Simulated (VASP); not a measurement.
From an Ansatz input to VASP: SiO₂ (strained rutile)

Ansatz input

```yaml
crystal:
  lattice:
    - [4.1851887986, 0.0, 0.0]
    - [0.0, 4.1851887986, 0.0]
    - [0.0, 0.0, 2.642151492]
  atoms:
    - { symbol: Si, position: [0.0, 0.0, 0.0] }
    - { symbol: Si, position: [0.5, 0.5, 0.5] }
    - { symbol: O, position: [0.306101009, 0.306101009, 0.0] }
    - { symbol: O, position: [0.193898991, 0.806101009, 0.5] }
    - { symbol: O, position: [0.806101009, 0.193898991, 0.5] }
    - { symbol: O, position: [0.693898991, 0.693898991, 0.0] }
kpoints:
  mp_grid: { grid: [6, 6, 10] }
  band_path:
    path:
      - [0.0, 0.0, 0.0]
      - [0.0, 0.5, 0.0]
      - [0.5, 0.5, 0.0]
      - [0.0, 0.0, 0.5]
      - [0.0, 0.5, 0.5]
      - [0.5, 0.5, 0.5]
    npoints: 1
hamiltonian:
  xc: pbe
scf:
  occupations: { method: fermi_dirac, width: 0.02 }
  n_extra_bands: 5
output:
  forces: true
  stress: true
  eigenvalues: true
  write_density: true
  write_potential: true
  elf: true
  volumetric_format: npy
```

**Question.** Write VASP inputs for this cell and level of theory.

**Answer.** 

INCAR

```
IBRION = -1
NBANDS = 25
ISIF = 2
LWAVE = .FALSE.
ENCUT = 520
NELM = 120
LCHARG = .TRUE.
LREAL = .FALSE.
NSW = 0
PREC = Accurate
ISMEAR = -1
EDIFF = 1E-7
GGA = PE
LELF = .TRUE.
SIGMA = 0.02
LASPH = .TRUE.
```

KPOINTS

```
KPOINTS created by Atomic Simulation Environment
0
Gamma
6 6 10
0 0 0
```

KPOINTS_OPT

```
special points
6
Reciprocal
0.0000000000 0.0000000000 0.0000000000 1
0.0000000000 0.5000000000 0.0000000000 1
0.5000000000 0.5000000000 0.0000000000 1
0.0000000000 0.0000000000 0.5000000000 1
0.0000000000 0.5000000000 0.5000000000 1
0.5000000000 0.5000000000 0.5000000000 1
```

POSCAR

```
Si O
 1.0000000000000000
     4.1851887985999996    0.0000000000000000    0.0000000000000000
     0.0000000000000000    4.1851887985999996    0.0000000000000000
     0.0000000000000000    0.0000000000000000    2.6421514920000000
 Si  O
   2   4
Cartesian
  0.0000000000000000  0.0000000000000000  0.0000000000000000
  2.0925943992999998  2.0925943992999998  1.3210757460000000
  1.2810905141069575  1.2810905141069575  0.0000000000000000
  0.8115038851930421  3.3736849134069575  1.3210757460000000
  3.3736849134069575  0.8115038851930421  1.3210757460000000
  2.9040982844930419  2.9040982844930419  0.0000000000000000
```

VASP ran with the recommended PBE PAW datasets (32 valence electrons in the cell). Other inputs would serve too.

|  | Ansatz | VASP |
| --- | --- | --- |
| gap between bands v and c | 5.77 eV | 5.76 eV |
| least direct gap | 5.77 eV | 5.76 eV |
| pressure | 13.6 GPa | 13.8 GPa |
| largest force | 0.10 eV/Å | 0.12 eV/Å |

Each program uses its own PAW datasets. VASP's cell holds 32 valence electrons and Ansatz's 32. Ansatz's stress includes a Pulay correction; VASP's doesn't.
